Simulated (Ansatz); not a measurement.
# Ge (P6_3/mmc) in Ansatz: a series of runs

One crystal, Ge, is run at these levels: PBEsol; tasks: band structure.

All numbers are computed with Ansatz 0.2.0; they aren't measurements. Logs are shortened: lines on timing, memory, paths and dates and some standing lists are left out, and cuts for length are marked.

### 1 Starting point

It takes space group P6_3/mmc (No. 194, hexagonal). Conventional cell: a = 3.998 Å, b = 3.998 Å, c = 6.599 Å, α = 90.00°, β = 90.00°, γ = 120.00°. Ge (site symmetry 3m) is surrounded by 4 Ge at 2.45 to 2.47 Å.

This isn't the form of Ge at room conditions, which is diamond.

### 2 Band structure, PBEsol

File input.yaml:

```yaml
crystal:
  lattice:
    - [3.9975858431, 0.0, 0.0]
    - [-1.9987929216, 3.462010894, 0.0]
    - [0.0, 0.0, 6.59937795]
  atoms:
    - { symbol: Ge, position: [0.3333333333, 0.6666666667, 0.93709875] }
    - { symbol: Ge, position: [0.6666666667, 0.3333333333, 0.43709875] }
    - { symbol: Ge, position: [0.3333333333, 0.6666666667, 0.56290125] }
    - { symbol: Ge, position: [0.6666666667, 0.3333333333, 0.06290125] }
kpoints:
  mp_grid: { grid: [6, 6, 3] }
  band_path:
    path:
      - [0.0, 0.0, 0.0]
      - [0.5, 0.0, 0.0]
      - [0.3333333333, 0.3333333333, 0.0]
      - [0.0, 0.0, 0.0]
      - [0.0, 0.0, 0.5]
      - [0.5, 0.0, 0.5]
      - [0.3333333333, 0.3333333333, 0.5]
      - [0.0, 0.0, 0.5]
    npoints: 6
scf:
  occupations: { method: fermi_dirac, width: 0.05 }
hamiltonian:
  xc: pbesol
  pseudopotentials: { kind: all_electron, lapw: { basis_error: 0.002 } }
output:
  forces: true
  stress: true
  eigenvalues: true
```

Potentials or basis: all-electron LAPW, scalar-relativistic.

Launch:

```console
ansatz run input.yaml --threads 2 --pin off --max-ram 8192MiB --backend cpu --events-out ev --progress --plain --runs-dir out
```

The program printed:

```text
Warning: RAYON_NUM_THREADS=2 ignored (pool sized by the plan → 2); use --threads N
LAPW: plane waves up to 8.738 Å⁻¹, error target 2.0e-3 eV per atom; small_component_spin mean_spin; Ge in spheres of 1.226 Å, 22 of its electrons in bands, Dirac shells [] (how accurate: hamiltonian.pseudopotentials.lapw.basis_error, Limitations)
Engine: ansatz 0.2.0, aarch64-unknown-linux-gnu
Pseudopotentials: kind: all_electron
Pseudopotential: Ge, LAPW, valence charge 22, lapw/all_electron/scalar/gaussian/Ge, Koelling and Harmon's equation, gaussian nucleus
Functional definition: PBEsol
  exchange = pbesol_x
  correlation = pbesol_c
Crystal: 4 atoms, lattice volume = 91.333 Å³
Basis set: ecut = 290.8765239708289 eV, 1039 PW (Γ), exchange–correlation at level 2
Bands: 53, of which v1, the nominal top of the filled ones, is band 44 counted from 1 (43 counted from 0)
Symmetry: 24 space group operations
Space group: P63/mmc (ITA 194), of the structure as read, at distance tolerance 4.5e-5 Å
k-points: 14 of 108
Non-local potential: Ge, projectors of the file, none
Initial density: superposition of atomic densities (chi_scale 0.1, normalization cell)
Initial wavefunctions: plane waves of lowest kinetic energy (no species holds an atomic orbital)
Functional: x = pbesol(κ = 0.804, μ = 0.12345679012345678), c = pbesol(β = 0.046)
iter 1 solved again at ethr=9.33e-4 eV; its pass at ethr=1.00e-1 eV (dr2=8.21e-1 eV) is discarded
SCF iter   1: F=—  HF=-228299.471817 eV  |F-HF|=—  |Δ(HF+E_count)|=         —  Δρ=2.86e-2  dr2=8.25e-1  ethr=9.33e-4  ⟨swp⟩=2.2  Hψ=4554  notcnv=0
preconditioner: auto → Kerker (q_TF=auto, 2.711 Å⁻¹)  [metal: Δε(μ)=0.104 eV  Ē_g=23.727 eV  σ=0.050 eV  W_gap=0.48  n_scr=34 (ndim 8)  ℏωp=29.1 eV  f_vac=0.088  D(μ)=0.27/eV (n_scr^D=0)]
SCF iter   2: F=—  HF=-228299.372159 eV  |F-HF|=—  |Δ(HF+E_count)|=   9.97e-2  Δρ=2.00e-2  dr2=5.00e-1  ethr=9.33e-4  ⟨swp⟩=2.0  Hψ=2078  notcnv=0
preconditioner: auto → Resta (q_TF=auto, 2.711 Å⁻¹)  ε∞=2.5  [insulator: Δε(μ)=0.167 eV  Ē_g=24.039 eV  σ=0.050 eV  W_gap=0.68  n_scr=34 (ndim 8)  ℏωp=29.1 eV  f_vac=0.097  D(μ)=0.21/eV (n_scr^D=0)  ε∞_Penn≈2.5]
iter 3 solved again at ethr=3.39e-5 eV; its pass at ethr=5.68e-4 eV (dr2=2.99e-2 eV) is discarded
SCF iter   3: F=—  HF=-228299.305379 eV  |F-HF|=—  |Δ(HF+E_count)|=   6.68e-2  Δρ=4.21e-3  dr2=2.97e-2  ethr=3.39e-5  ⟨swp⟩=2.1  Hψ=3719  notcnv=0
SCF iter   4: F=—  HF=-228299.234480 eV  |F-HF|=—  |Δ(HF+E_count)|=   7.09e-2  Δρ=2.29e-3  dr2=7.40e-3  ethr=3.38e-5  ⟨swp⟩=2.0  Hψ=2078  notcnv=0
SCF iter   5: F=—  HF=-228299.236213 eV  |F-HF|=—  |Δ(HF+E_count)|=   1.73e-3  Δρ=4.70e-4  dr2=3.43e-4  ethr=8.41e-6  ⟨swp⟩=3.0  Hψ=2162  notcnv=0
SCF iter   6: F=—  HF=-228299.236608 eV  |F-HF|=—  |Δ(HF+E_count)|=   3.95e-4  Δρ=1.24e-4  dr2=1.89e-5  ethr=3.90e-7  ⟨swp⟩=3.0  Hψ=2181  notcnv=0
SCF iter   7: F=—  HF=-228299.236648 eV  |F-HF|=—  |Δ(HF+E_count)|=   4.04e-5  Δρ=1.38e-5  dr2=1.85e-7  ethr=2.15e-8  ⟨swp⟩=3.0  Hψ=2196  notcnv=0
SCF iter   8: F=-228299.236649 eV  HF=-228299.236649 eV  |F-HF|=4.05e-9  |Δ(HF+E_count)|=   4.34e-7  Δρ=2.39e-6  dr2=7.87e-9  ethr=2.10e-10  ⟨swp⟩=3.0  Hψ=2192  notcnv=0
SCF 1 converged in 8 iterations: F = -228299.236649 eV  dr2 = 7.87e-9
NSCF: frozen V_eff on 43 k-points
SCF converged after 8 iterations
Free energy (F): -228299.236649 eV
Harris-Foulkes:  -228299.236649 eV  (|F-HF|=4.05e-9)
Internal energy: -228299.234655 eV  (E = F + TS)
E sigma→0 (E₀):  -228299.235652 eV
Entropy (-TS):   -0.001994 eV (-0.498 meV/atom)
Fermi energy:    9.799679 eV
--- Per-component energies (eV) ---
  E_band       = -4184.195881
  E_kinetic    = 233062.659661
  E_xc         = -8512.164390
  E_electrostatic = -452849.729926  (all electrons and nuclei)
  E_smearing   = -0.001994  (= −TS)
  E_closure    = 0.000000  (closes the sum)
  E_atoms      = -228279.676078  (free atoms, spherical and without spin; not in F)
  Σ components = -228299.236649   (vs F -228299.236649, Δ=0.00e0)
  Basis errors (estimates in eV, not in F): energy 8.5e-4 per atom: plane waves 7.6e-4 (4.6e-4 summed), levels above the bands 2.1e-63, relativity 1.8e-8, radial functions 8.8e-5, core shells 1.1e-10; eigenvalues (radial functions only) 8.1e-7; not estimated: angular momenta, meshes, grids; target (lapw.basis_error) 2.0e-3; muffin-tin radii Ge 1.226 Å
--- Forces (eV/Å), atoms counted from 1 ---
  atom   1  Ge    -0.00000000     0.00000000    -0.01998242
  atom   2  Ge     0.00000000    -0.00000000    -0.01998242
  atom   3  Ge    -0.00000000     0.00000000     0.01998242
  atom   4  Ge     0.00000000    -0.00000000     0.01998242
  max |Σ_I F_I| component: 8.75e-18 eV/Å
--- Stress (GPa, compression-positive) ---
        0.287668      -0.000000       0.000000
       -0.000000       0.287668       0.000000
        0.000000       0.000000      -0.246208
  P = ⅓ Tr σ = 0.1097 GPa (1.097 kbar)
--- Band table (eV; the first three rows and the last of 14) ---
  k-point 0: bands = ["-153.6592", "-153.6586", "-153.6574", "-153.6569", "-100.9726", "-100.9715", "-100.9705", "-100.9705", "-100.9700", "-100.9700", "-100.9657", "-100.9646", "-100.9614", "-100.9614", "-100.9609", "-100.9609", "-15.1016", "-15.1016", "-15.0635", "-15.0635", "-15.0629", "-15.0498", "-15.0380", "-15.0380", "-14.9859", "-14.9859", "-14.8616", "-14.8616", "-14.8478", "-14.8319", "-14.8280", "-14.8280", "-14.8104", "-14.8104", "-14.7803", "-14.7803", "-3.0081", "-0.9629", "2.1541", "8.3035", "8.3035", "9.6286", "9.6438", "9.7418", "9.9059", "9.9059", "12.0221", "12.0221", "12.5100", "14.3114", "14.3114", "15.7348", "17.0751"]
  k-point 1: bands = ["-153.6590", "-153.6588", "-153.6572", "-153.6570", "-100.9723", "-100.9718", "-100.9704", "-100.9704", "-100.9702", "-100.9702", "-100.9654", "-100.9648", "-100.9613", "-100.9613", "-100.9610", "-100.9610", "-15.0943", "-15.0943", "-15.0768", "-15.0768", "-15.0587", "-15.0521", "-15.0228", "-15.0228", "-14.9986", "-14.9986", "-14.8522", "-14.8522", "-14.8448", "-14.8368", "-14.8362", "-14.8362", "-14.8014", "-14.8014", "-14.7869", "-14.7869", "-2.6768", "-1.7609", "3.6239", "6.4742", "8.5925", "8.5925", "9.3390", "9.3390", "9.9995", "10.9063", "12.6131", "12.6131", "13.6583", "13.6583", "13.6992", "16.4936", "16.9263"]
  k-point 2: bands = ["-153.6590", "-153.6585", "-153.6575", "-153.6570", "-100.9727", "-100.9723", "-100.9707", "-100.9702", "-100.9699", "-100.9693", "-100.9660", "-100.9643", "-100.9617", "-100.9613", "-100.9610", "-100.9608", "-15.1142", "-15.1062", "-15.0764", "-15.0716", "-15.0626", "-15.0353", "-15.0248", "-15.0102", "-14.9728", "-14.9679", "-14.8824", "-14.8817", "-14.8752", "-14.8416", "-14.8246", "-14.8246", "-14.8131", "-14.8020", "-14.7728", "-14.7651", "-2.7087", "-0.6519", "2.1675", "6.2830", "7.0941", "7.7498", "9.0670", "9.3688", "10.8402", "11.3217", "12.6358", "12.7796", "13.0441", "14.8508", "15.4291", "15.4779", "16.7925"]
  k-point 13: bands = ["-153.6583", "-153.6583", "-153.6577", "-153.6577", "-100.9730", "-100.9730", "-100.9712", "-100.9710", "-100.9683", "-100.9683", "-100.9646", "-100.9646", "-100.9627", "-100.9627", "-100.9605", "-100.9602", "-15.1225", "-15.1122", "-15.0999", "-15.0999", "-15.0170", "-15.0170", "-14.9715", "-14.9561", "-14.9403", "-14.9403", "-14.9230", "-14.9230", "-14.8917", "-14.8844", "-14.8684", "-14.8684", "-14.7769", "-14.7769", "-14.7627", "-14.7532", "0.0411", "0.0411", "1.7539", "1.7539", "5.0945", "5.9375", "7.3081", "7.3081", "11.6787", "11.6787", "12.5040", "15.2925", "15.4229", "15.4229", "16.5433", "16.5433", "16.8928"]
```

Run time: 18 s. Hardware: 2 threads of Arm Neoverse V2, shared host; peak memory 0.36 GiB.

What came out:

| Property | Result |
| --- | --- |
| Free energy | -228299.2366 eV |
| Pressure | 0.1 GPa |
| Largest force | 0.020 eV/Å |
| Band gap along the path | none (metal or under the smearing width) |

Forces in eV/Å, atoms in the order of the input:
```
Ge   0.000  0.000 -0.020
Ge   0.000  0.000 -0.020
Ge   0.000  0.000  0.020
Ge   0.000  0.000  0.020
```

Levels at the corners of the path, in eV from the Fermi level:
```tsv
point	band 41	band 42	band 43	band 44	band 45	band 46	band 47	band 48
Γ	-1.50	-0.17	-0.16	-0.06	0.11	0.11	2.22	2.22
M	-4.62	-3.09	-2.85	-1.46	0.44	1.59	3.47	3.66
K	-5.03	-3.50	-3.50	-3.23	1.37	4.53	4.53	5.05
Γ	-1.50	-0.17	-0.16	-0.06	0.11	0.11	2.22	2.22
A	-0.87	-0.87	-0.87	-0.87	0.62	0.62	3.32	3.32
L	-2.57	-2.57	-2.43	-2.43	0.45	0.45	2.03	2.03
H	-4.33	-4.33	-2.04	-2.04	1.18	1.18	4.03	4.03
A	-0.87	-0.87	-0.87	-0.87	0.62	0.62	3.32	3.32
```

Caveat: the k mesh is thin for a metal, which can move the energy by tens of meV per atom.

### 3 Band structure, PBEsol, spin-orbit coupling, no magnetisation

input.yaml: that of step 2 with these lines changed.

```diff
@@ -28,2 +28,5 @@
   pseudopotentials: { kind: all_electron, lapw: { basis_error: 0.002 } }
+magnetization:
+  noncollinear: true
+  spin_orbit: true
 output:
```

Potentials or basis: all-electron LAPW, relativistic spinors.

Launch:

```console
ansatz run input.yaml --threads 2 --pin off --max-ram 8192MiB --backend cpu --events-out ev --progress --plain --runs-dir out
```

The program printed:

```text
[... 72 lines left out ...]
  k-point 2: bands = ["-153.6486", "-153.6486", "-153.6481", "-153.6481", "-153.6471", "-153.6471", "-153.6465", "-153.6465", "-103.8679", "-103.8679", "-103.8662", "-103.8662", "-103.8629", "-103.8629", "-103.8612", "-103.8612", "-99.5922", "-99.5922", "-99.5907", "-99.5907", "-99.5901", "-99.5901", "-99.5876", "-99.5876", "-99.5876", "-99.5876", "-99.5835", "-99.5835", "-99.5812", "-99.5812", "-99.5808", "-99.5808", "-15.3430", "-15.3430", "-15.3363", "-15.3363", "-15.3313", "-15.3313", "-15.3130", "-15.3130", "-15.2965", "-15.2965", "-15.2778", "-15.2778", "-15.2717", "-15.2717", "-15.2572", "-15.2572", "-14.8174", "-14.8174", "-14.7770", "-14.7770", "-14.7658", "-14.7658", "-14.7183", "-14.7183", "-14.7134", "-14.7134", "-14.6965", "-14.6965", "-14.6599", "-14.6599", "-14.6461", "-14.6461", "-14.6375", "-14.6375", "-14.6057", "-14.6057", "-14.5955", "-14.5955", "-14.5897", "-14.5897", "-2.7076", "-2.7076", "-0.6503", "-0.6503", "2.1662", "2.1662", "6.2796", "6.2796", "7.0919", "7.0919", "7.7483", "7.7483", "9.0410", "9.0410", "9.3891", "9.3891", "10.8352", "10.8352", "11.3246", "11.3246", "12.6322", "12.6322", "12.7701", "12.7701", "13.0540", "13.0540", "14.8511", "14.8511", "15.4280", "15.4280", "15.4786", "15.4786", "16.7930", "16.7930"]
  k-point 13: bands = ["-153.6478", "-153.6478", "-153.6478", "-153.6478", "-153.6473", "-153.6473", "-153.6473", "-153.6473", "-103.8654", "-103.8654", "-103.8654", "-103.8654", "-103.8637", "-103.8637", "-103.8637", "-103.8637", "-99.5926", "-99.5926", "-99.5902", "-99.5902", "-99.5896", "-99.5896", "-99.5856", "-99.5856", "-99.5855", "-99.5855", "-99.5855", "-99.5855", "-99.5832", "-99.5832", "-99.5814", "-99.5814", "-15.3443", "-15.3443", "-15.3350", "-15.3350", "-15.3259", "-15.3259", "-15.3097", "-15.3097", "-15.2958", "-15.2958", "-15.2843", "-15.2843", "-15.2687", "-15.2687", "-15.2506", "-15.2506", "-14.7886", "-14.7886", "-14.7652", "-14.7652", "-14.7513", "-14.7513", "-14.7435", "-14.7435", "-14.7159", "-14.7159", "-14.7063", "-14.7063", "-14.6827", "-14.6827", "-14.6705", "-14.6705", "-14.6181", "-14.6181", "-14.6107", "-14.6107", "-14.5853", "-14.5853", "-14.5774", "-14.5774", "0.0353", "0.0353", "0.0481", "0.0481", "1.7409", "1.7409", "1.7688", "1.7688", "5.0924", "5.0924", "5.9340", "5.9340", "7.2872", "7.2872", "7.3246", "7.3246", "11.6562", "11.6562", "11.6959", "11.6959", "12.5037", "12.5037", "15.2917", "15.2917", "15.3637", "15.3637", "15.4782", "15.4782", "16.4755", "16.4755", "16.6089", "16.6089", "16.8914", "16.8914"]
```

bands.tsv:

```text
[... 57 lines left out ...]
```

Wall time 2.5 min (2 threads of Arm Neoverse V2, shared host); peak memory 0.83 GiB.

What came out:

| Quantity | Value |
| --- | --- |
| Free energy | -228310.1005 eV |
| Pressure | 0.1 GPa |
| Largest force | 0.008 eV/Å |
| Band gap on the k mesh | 0.14 eV, direct |
| Band gap along the path | 0.06 eV, indirect (least direct gap 0.09 eV) |

Forces in eV/Å, atoms in the order of the input:
```
Ge   0.000  0.000 -0.008
Ge   0.000  0.000 -0.008
Ge   0.000  0.000  0.008
Ge   0.000  0.000  0.008
```

Levels at the corners of the path, in eV from the valence-band top:
```
point  band 84  band 85  band 86  band 87  band 88  band 89  band 90  band 91  band 92  band 93
    Γ    -0.23    -0.13    -0.13    -0.03    -0.03     0.11     0.11     0.24     0.24     2.17
    M    -3.07    -2.82    -2.82    -1.43    -1.43     0.47     0.47     1.61     1.61     3.50
    K    -3.49    -3.47    -3.47    -3.19    -3.19     1.40     1.40     4.49     4.49     4.59
    Γ    -0.23    -0.13    -0.13    -0.03    -0.03     0.11     0.11     0.24     0.24     2.17
    A    -0.94    -0.75    -0.75    -0.75    -0.75     0.65     0.65     0.65     0.65     3.29
    L    -2.56    -2.40    -2.40    -2.40    -2.40     0.48     0.48     0.48     0.48     2.06
    H    -4.29    -2.03    -2.03    -1.99    -1.99     1.19     1.19     1.23     1.23     4.02
    A    -0.94    -0.75    -0.75    -0.75    -0.75     0.65     0.65     0.65     0.65     3.29
```

Caveat: the mesh misses the band edges, which the band path finds closer together. As with any semilocal functional, this PBEsol gap is likely too small.
